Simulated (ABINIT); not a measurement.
## SrO in ABINIT: the effect of functional

Crystal: SrO.

```
Sr O
1.0
     0.00000    2.56630    2.56630
     2.56630    0.00000    2.56630
     2.56630    2.56630    0.00000
Sr O
1 1
Direct
  0.50000 0.50000 0.50000
  0.00000 0.00000 0.00000
```

Alike in all runs:

```yaml
Program: ABINIT 10.8.3 (patched build)
Task: band structure
Potentials_or_basis: JTH PAW PBE v2.0
Cutoff: 762 eV
k_mesh: 9 × 9 × 9
Occupations: fermi-dirac, width 0.05 eV
Spin: no spin polarisation
```

```csv
functional,gap on the mesh (eV)
LDA,3.21
PBEsol,3.26
RPBE,3.49
BLYP,3.50
AM05,3.33
r2SCAN,3.85
SCAN,3.84
revPBE,3.46
PW91,3.38
WC,3.27
TB-mBJ,?
```

Question: What does the run with functional TB-mBJ give?

Answer: gap on the mesh 5.12 eV.

Caveats: the constant c of TB-mBJ comes from the pseudo density here, which moves gaps by up to 0.3 eV between sets of potentials (some runs).

A k mesh can miss the band edges.

Runs at the PBE level aren't shown here.
